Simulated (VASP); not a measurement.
# Si2Mo (I4/mmm) in VASP: a series of runs, part 2 of 2

VASP 6.6.1. The steps go on from the part before.

## (3) Single point, PBE

This run uses another cell than the first one, of 13.58 Å³/atom, 1.012 times its volume.

INCAR reads:

```
ALGO = Fast
EDIFF = 1E-7
ENCUT = 520
GGA = PE
ISIF = 2
ISMEAR = 0
LASPH = True
LCHARG = True
LELF = True
LREAL = False
LVHAR = True
LWAVE = False
NBANDS = 18
NELM = 100
PREC = Accurate
SIGMA = 0.1
```

KPOINTS reads:

```
k-points
0
Gamma
  18 18 18
```

POSCAR reads:

```
Si2Mo
1.0
   -1.6084236952      1.6084236952      3.9365098873
    1.6084236952     -1.6084236952      3.9365098873
    1.6084236952      1.6084236952     -3.9365098873
Si Mo
2 1
Direct
    0.3350991250      0.3350991250      0.0000000000
    0.6649008750      0.6649008750      0.0000000000
    0.0000000000      0.0000000000      0.0000000000
```

Potentials or basis: VASP PAW PBE potentials, release 64 (Si, Mo_sv).

On the command line:

```sh
cat potpaw_PBE.64/Si/POTCAR potpaw_PBE.64/Mo_sv/POTCAR > POTCAR
mpirun -np 1 vasp_std > vasp.out
```

OUTCAR:

```text
EDIFF = 1E-7
   ENCUT = 520
   GGA = PE
   ISIF = 2
   ISMEAR = 0
   LASPH = True
   LREAL = False
   NELM = 100
   PREC = Accurate

 ion  position               nearest neighbor table
   1  0.335  0.335  0.000-   2 2.60   3 2.62   3 2.62   3 2.62   3 2.62   3 2.64   2 2.64   2 2.64
                             2 2.64   2 2.64
   2  0.665  0.665  0.000-   1 2.60   3 2.62   3 2.62   3 2.62   3 2.62   3 2.64   1 2.64   1 2.64
                             1 2.64   1 2.64
   3  0.000  0.000  0.000-   2 2.62   1 2.62   2 2.62   1 2.62   2 2.62   1 2.62   1 2.62   2 2.62
                             1 2.64   2 2.64

  LATTYP: Found a body centered tetragonal cell.
 ALAT       =     3.2168473904
 C/A-ratio  =     2.4474334089

  Lattice vectors:

 A1 = (  -1.6084236952,   1.6084236952,   3.9365098873)
 A2 = (   1.6084236952,  -1.6084236952,   3.9365098873)
 A3 = (   1.6084236952,   1.6084236952,  -3.9365098873)

Analysis of symmetry for initial positions (statically):
=====================================================================
 Subroutine PRICEL returns:
 Original cell was already a primitive cell.

 Routine SETGRP: Setting up the symmetry group for a
 body centered tetragonal supercell.

 Subroutine GETGRP returns: Found 16 space group operations
 (whereof 16 operations were pure point group operations)
 out of a pool of 16 trial point group operations.

The static configuration has the point symmetry D_4h.

Analysis of symmetry for dynamics (positions and initial velocities):
=====================================================================
 Subroutine PRICEL returns:
 Original cell was already a primitive cell.

 Routine SETGRP: Setting up the symmetry group for a
 body centered tetragonal supercell.

 Subroutine GETGRP returns: Found 16 space group operations
 (whereof 16 operations were pure point group operations)
 out of a pool of 16 trial point group operations.

The dynamic configuration has the point symmetry D_4h.

 Subroutine INISYM returns: Found 16 space group operations
 (whereof 16 operations are pure point group operations),
 and found     1 'primitive' translations

----------------------------------------------------------------------------------------

                                     Primitive cell

  volume of cell :      40.7354

  direct lattice vectors                    reciprocal lattice vectors
    -1.608423695  1.608423695  3.936509887     0.000000000  0.310863364  0.127016066
     1.608423695 -1.608423695  3.936509887     0.310863364  0.000000000  0.127016066
     1.608423695  1.608423695 -3.936509887     0.310863364  0.310863364  0.000000000

  length of vectors
     4.546445167  4.546445167  4.546445167     0.335811125  0.335811125  0.439627185

  position of ions in fractional coordinates (direct lattice)
     0.335099125  0.335099125  0.000000000
     0.664900875  0.664900875  0.000000000
     0.000000000  0.000000000  0.000000000

  ion indices of the primitive-cell ions
   primitive index   ion index
                 1           1
                 2           2
                 3           3

----------------------------------------------------------------------------------------

 KPOINTS: k-points

Automatic generation of k-mesh.
 Grid dimensions read from file:
 generate k-points for:   18   18   18

 Generating k-lattice:

  Cartesian coordinates                     Fractional coordinates (reciprocal lattice)
     0.000000000  0.017270187  0.007056448     0.055555556  0.000000000 -0.000000000
     0.017270187  0.000000000  0.007056448     0.000000000  0.055555556 -0.000000000
     0.017270187  0.017270187  0.000000000     0.000000000  0.000000000  0.055555556

  Length of vectors
     0.018656174  0.018656174  0.024423732

  Shift w.r.t. Gamma in fractional coordinates (k-lattice)
     0.000000000  0.000000000  0.000000000

 Subroutine IBZKPT returns following result:
 ===========================================

 Found    480 irreducible k-points:

 Following reciprocal coordinates:
            Coordinates               Weight
  0.000000  0.000000  0.000000      1.000000
  0.055556  0.000000  0.000000      8.000000
  0.111111  0.000000  0.000000      8.000000
  0.166667  0.000000  0.000000      8.000000
  0.222222  0.000000 -0.000000      8.000000
  0.277778  0.000000  0.000000      8.000000
[... 16 lines left out ...]
 -0.277778  0.055556  0.000000     16.000000
 -0.222222  0.055556  0.000000     16.000000
 [... further k-points ...]
   k-points           NKPTS =    480   k-points in BZ     NKDIM =    480   number of bands    NBANDS=     18
   number of dos      NEDOS =    301   number of ions     NIONS =      3
   total plane-waves  NPLWV =  46656
   dimension x,y,z NGX =    36 NGY =   36 NGZ =   36
   dimension x,y,z NGXF=    72 NGYF=   72 NGZF=   72
   ions per type =               2   1
   NGX,Y,Z   is equivalent  to a cutoff of  13.16, 13.16, 13.16 a.u.
   NGXF,Y,Z  is equivalent  to a cutoff of  26.33, 26.33, 26.33 a.u.
 SYSTEM =  unknown system
   PREC   = accura    normal or accurate (medium, high low for compatibility)
   ISTART =      0    job   : 0-new  1-cont  2-samecut
   ICHARG =      2    charge: 1-file 2-atom 10-const
   ISPIN  =      1    spin polarized calculation?
   LNONCOLLINEAR =      F non collinear calculations
   LSORBIT =      F    spin-orbit coupling
   LASPH  =      T    aspherical Exc in radial PAW
   ENCUT  =  520.0 eV  38.22 Ry    6.18 a.u.   8.45  8.45  8.45*2*pi/ulx,y,z
   NELM   =    100;   NELMIN=  2; NELMDL= -5     # of ELM steps
   EDIFF  = 0.1E-06   stopping-criterion for ELM
   LREAL  =      F    real-space projection
   EDIFFG = 0.1E-05   stopping-criterion for IOM
   NSW    =      0    number of steps for IOM
   IBRION =     -1    ionic relax: 0-MD 1-quasi-New 2-CG
   NFREE  =      0    steps in history (QN), initial steepest desc. (CG)
   ISIF   =      2    stress and relaxation
   ISYM   =      2    0-nonsym 1-usesym 2-fastsym
   POTIM  = 0.5000    time-step for ionic-motion
   TEBEG  =    0.0;   TEEND  =   0.0 temperature during run
   PSTRESS=    0.0 pullay stress
   NELECT =      22.0000    total number of electrons
   NUPDOWN=      -1.0000    fix difference up-down
   EMIN   =  10.00;   EMAX   =-10.00  energy-range for DOS
   EFERMI =   0.00;   METHOD = LEGACY
   ISMEAR =     0;   SIGMA  =   0.10  broadening in eV -4-tet -1-fermi 0-gaus
   EFERMI_NEDOS =   21; number of points for ismear=-14 and -15
   IALGO  =     68    algorithm
   IMIX   =      4    mixing-type and parameters
     AMIX     =   0.40;   BMIX     =  1.00
     AMIX_MAG =   1.60;   BMIX_MAG =  1.00
  volume/ion in A,a.u.               =      13.58        91.63
  Fermi-wavevector in a.u.,A,eV,Ry     =   1.333189  2.519361 24.182889  1.777392
  Thomas-Fermi vector in A             =   2.462066
   LORBIT       =      0    0 simple, 1 ext, 2 COOP (PROOUT), +10 PAW based schemes
   GGA     = PE    functional components
   LHFCALC =     F    Hartree Fock is set to
   AEXX    =    0.0000 exact exchange contribution
   IVDW    =     0    specifies the selected vdW correction
   LEPSILON=     F    determine dielectric tensor
   LRPA    =     F    only Hartree local field effects (RPA)
 non-spin polarized calculation
 RMM-DIIS sequential band-by-band and
 Gauss-broadening in eV      SIGMA  =   0.10
  energy-cutoff  :      520.00
  volume of cell :       40.74
 maximum number of plane-waves:      1134
 NGX is ok and might be reduce to    36
   NGX = 17   NGY = 17   NGZ = 17

 number of electron      22.0000000 magnetization

 Free energy of the ion-electron system (eV)
  ---------------------------------------------------
  ext. energy  EPLUGINS =         0.00000000
  ---------------------------------------------------
  free energy    TOTEN  =       -23.26226047 eV

  energy without entropy =      -23.26110165  energy(sigma->0) =      -23.26168106

 E-fermi :  12.0711     XC(G=0): -12.3692

 val. band max:       12.0685410251   @ k =   0.0556   0.0556   0.0000
 cond. band min:      12.0789203480   @ k =  -0.1111  -0.1111   0.0556
 fundamental gap:      0.0103793229
 Fermi energy:        12.0710724250

 k-point     1 :       0.0000    0.0000    0.0000
  band No.  band energies     occupation
      1     -48.6636      2.00000
      2     -22.8047      2.00000
      3     -22.7382      2.00000
      4     -22.7382      2.00000
      5      -1.2493      2.00000
      6       5.7649      2.00000
[... 10 lines left out ...]
     17      17.1213      0.00000
     18      17.1213      0.00000
[... 466 lines left out ...]
      2     -22.8386      2.00000
      3     -22.7955      2.00000
      4     -22.7359      2.00000
      5      -0.3931      2.00000
      6       5.7938      2.00000
[... 10 lines left out ...]
     17      18.2142      0.00000
     18      20.4445      0.00000

 [... further k-points ...]
[... 5 lines left out ...]
  --------------------------------------------------------------------------------------
  -------------------------------------------------------------------------------------
  Total        0.0445662      0.0445662      0.0388291      0.0000000      0.0000000      0.0000000
  in kB        1.7528471      1.7528471      1.5271975      0.0000000      0.0000000      0.0000000
  external PRESSURE =       1.6776305 kB  Pullay stress =       0.0000000 kB

 VOLUME and BASIS-vectors are now :
 -----------------------------------------------------------------------------
  energy-cutoff  :      520.00
  volume of cell :       40.74
      direct lattice vectors                 reciprocal lattice vectors
    -1.608423695  1.608423695  3.936509887     0.000000000  0.310863364  0.127016066
     1.608423695 -1.608423695  3.936509887     0.310863364  0.000000000  0.127016066
     1.608423695  1.608423695 -3.936509887     0.310863364  0.310863364  0.000000000

 POSITION                                       TOTAL-FORCE (eV/Angst)
 -----------------------------------------------------------------------------------
      0.00000      0.00000      2.63824         0.000000      0.000000     -0.004214
      0.00000      0.00000      5.23478         0.000000      0.000000      0.004214
      0.00000      0.00000      0.00000        -0.000000     -0.000000      0.000000
 -----------------------------------------------------------------------------------
    total drift:                               -0.000000      0.000000     -0.000000

  FREE ENERGIE OF THE ION-ELECTRON SYSTEM (eV)
  ---------------------------------------------------
  free  energy   TOTEN  =       -23.2622604696 eV

  energy  without entropy=      -23.2611016472  energy(sigma->0) =      -23.26168106
```

OSZICAR:

```text
N       E                     dE             d eps       ncg     rms          rms(c)
DAV:   1     0.120474640748E+03    0.12047E+03   -0.11281E+04 17296   0.116E+03
DAV:   2    -0.210736567709E+02   -0.14155E+03   -0.13871E+03 20540   0.298E+02
DAV:   3    -0.241594309525E+02   -0.30858E+01   -0.30515E+01 21482   0.392E+01
DAV:   4    -0.241770641228E+02   -0.17633E-01   -0.17617E-01 20384   0.323E+00
DAV:   5    -0.241771873221E+02   -0.12320E-03   -0.12319E-03 20474   0.282E-01    0.209E+01
RMM:   6    -0.234095208591E+02    0.76767E+00   -0.31345E+00 17624   0.111E+01    0.494E+00
RMM:   7    -0.232842593374E+02    0.12526E+00   -0.22935E-01 18060   0.331E+00    0.376E+00
RMM:   8    -0.232625349992E+02    0.21724E-01   -0.59365E-02 20250   0.163E+00    0.385E-01
RMM:   9    -0.232624374278E+02    0.97571E-04   -0.95139E-03 20934   0.582E-01    0.279E-01
RMM:  10    -0.232623070119E+02    0.13042E-03   -0.16987E-03 19809   0.315E-01    0.121E-01
RMM:  11    -0.232622691874E+02    0.37824E-04   -0.41630E-04 20868   0.144E-01    0.237E-02
RMM:  12    -0.232622599465E+02    0.92410E-05   -0.66101E-05 20892   0.655E-02    0.152E-02
RMM:  13    -0.232622615982E+02   -0.16517E-05   -0.17093E-05 21286   0.317E-02    0.131E-02
RMM:  14    -0.232622604052E+02    0.11929E-05   -0.47762E-06 19840   0.177E-02    0.403E-03
RMM:  15    -0.232622604696E+02   -0.64399E-07   -0.77229E-07 20798   0.774E-03
   1 F= -.23262260E+02 E0= -.23261681E+02  d E =-.115882E-02
```

Run time: 6.2 min. Hardware: 1 thread of Intel Xeon 6975P-C (Granite Rapids), shared host; peak memory 0.47 GiB.

What came out:

```
Free energy            : -23.2623 eV
Pressure               : 0.2 GPa
Largest force          : 0.004 eV/Å
Band gap on the k mesh : none (metal or under the smearing width)
```

Forces on the atoms (eV/Å):
```
Si   0.000  0.000 -0.004
Si   0.000  0.000  0.004
Mo   0.000  0.000  0.000
```
